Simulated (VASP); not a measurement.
AlN: relaxation of cell and atoms with AM05

Crystal: AlN.

```xyz
4
Lattice="3.1132 0.0000 0.0000 -1.5566 2.6961 0.0000 0.0000 0.0000 4.9801" Properties=species:S:1:pos:R:3 pbc="T T T"
Al    0.0000    1.7974    4.9747
Al    1.5566    0.8987    2.4847
N     0.0000    1.7974    1.8978
N     1.5566    0.8987    4.3878
```

```yaml
Program: VASP 6.6.1
Task: relaxation of cell and atoms
Functional: AM05
Potentials_or_basis: VASP PAW PBE potentials, release 64 (Al, N)
Cutoff: 600 eV
k_mesh: 12 × 12 × 6
Occupations: gaussian, width 0.03 eV
Spin: no spin polarisation
Further_INCAR_settings: ALGO = Normal; EDIFF = 1e-07; IBRION = 2; EDIFFG = -0.005; NSW = 90; ISIF = 3
```

```json
{
 "Pressure after relaxing": "0.0 GPa",
 "Band gap on the k mesh": "4.18 eV, direct"
}
```

Final structure:
```
Al N
1.0
     3.11322    0.00000    0.00000
    -1.55661    2.69612    0.00000
     0.00000    0.00000    4.98006
Al N
2 2
Direct
  0.33333 0.66667 0.99893
  0.66667 0.33333 0.49893
  0.33333 0.66667 0.38107
  0.66667 0.33333 0.88107
```

Levels at points of the mesh, in eV from the valence-band top:
```tsv
k point	band 6	band 7	band 8	band 9	band 10	band 11
(0.00, 0.00, 0.00)	-0.23	-0.23	0.00	4.18	6.60	10.52
(0.50, 0.00, 0.00)	-2.12	-1.81	-0.71	5.70	5.70	8.12
(0.00, 0.00, 0.50)	-0.57	-0.57	-0.57	6.42	6.42	10.23
(0.50, 0.00, 0.50)	-1.49	-1.38	-1.38	5.21	5.21	9.15
```

It took 27 s on 1 thread of Intel(R) Xeon(R) Platinum 8488C (Sapphire Rapids), with other jobs on the host, peak memory 0.2 GiB.

Caveat: the relaxation stopped at its first step, so nothing moved; the PAW data sets were made with another functional, which shifts forces and pressure a little. A k mesh can miss the band edges.
